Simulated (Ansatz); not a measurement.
Program: Ansatz. Geometries: PBE0-D4/def2-TZVP. ΔE: electronic, gas phase. CBS: MP2 limit from def2 TZ/QZ plus the TZ coupled-cluster correction, frozen cores. This one scheme is used for every species. Functionals use def2-TZVPP. Each species was taken in one conformer, which may not be the lowest.

`CC(=O)C(F)F` + `CNC` → `CC(=O)N(C)C` + `FCF`  (substitution at a C–C bond)

`CC(=O)C(F)F`:

Z-matrix (Å, degrees):
```
C
C 1 1.494
H 1 1.093 2 109.7
H 1 1.093 2 109.7 3 -117.1
H 1 1.088 2 109.9 3 121.4
O 2 1.201 1 125.0 3 -121.5
C 2 1.534 1 116.3 3 58.4
F 7 1.355 2 109.4 1 -59.7
F 7 1.355 2 109.5 1 58.1
H 7 1.093 2 111.3 1 179.3
```

`CNC`:

Z-matrix (Å, degrees):
```
C
N 1 1.445
H 1 1.094 2 109.4
H 1 1.092 2 110.0 3 117.9
H 1 1.104 2 114.0 3 -120.2
C 2 1.445 1 112.8 3 65.3
H 2 1.011 1 109.8 3 -171.9
H 6 1.104 2 114.0 1 54.9
H 6 1.094 2 109.4 1 -65.3
H 6 1.092 2 110.0 1 176.8
```

`CC(=O)N(C)C`:

```xyz
15

C    -1.249    0.116   -1.574
C    -0.216    0.803   -0.711
O     0.121    1.950   -0.943
N     0.315    0.091    0.323
C     1.300    0.709    1.174
C    -0.035   -1.262    0.662
H    -1.558    0.829   -2.334
H    -2.124   -0.188   -0.995
H    -0.843   -0.772   -2.063
H     1.476    1.722    0.821
H     0.948    0.741    2.211
H     2.238    0.146    1.149
H    -0.767   -1.667   -0.030
H     0.851   -1.907    0.639
H    -0.456   -1.312    1.673
```

`FCF`:

Cartesian coordinates in Å:
```
F -0.336 1.264 -0.064
C 0.041 -0.028 0.055
F -0.464 -0.722 -0.989
H 1.133 -0.081 0.017
H -0.375 -0.433 0.981
```

```json
{"level": "r2SCANh-D4", "ΔE (kJ/mol)": "-74.4"}
{"level": "BHLYP-D4", "ΔE (kJ/mol)": "-70.8"}
{"level": "LC-ωPBE", "ΔE (kJ/mol)": "-68.9"}
{"level": "SCS-MP2/def2-QZVPP", "ΔE (kJ/mol)": "-66.6"}
```

Task: What does CCSD(T)/CBS give? (An estimate is asked.)

Result: Computed: -65.3 kJ/mol. The listed levels differ from it by -9.1, -5.5, -3.6, -1.3 kJ/mol.

Largest T1 diagnostic among the species: 0.013.

The D4 term adds −6.1 kJ/mol with B3LYP and −3.6 kJ/mol with PBE0; it sums over pairs of atoms, weighted by their polarisabilities, and B3LYP, whose exchange is more repulsive, gets the larger term. In def2-TZVPP, CCSD(T) changes the Hartree–Fock value by −7.8 kJ/mol (the triples alone add −3.2 kJ/mol) and MP2 by −16.0 kJ/mol. Leaving LDA and LC-ωPBE aside and taking each functional with its dispersion term where it has one, the values, not all of them listed here, spread over 10.1 kJ/mol, from revPBE-D4 to ωB97M-V. LDA lies −17.2 kJ/mol from PBE without D4.

B3LYP here is the variant with VWN-RPA as its local correlation; programs differ in this.

CCSD(T)/CBS has its own doubt, a few kJ/mol and more with outer-core shells, so smaller differences from it don't rank the levels.
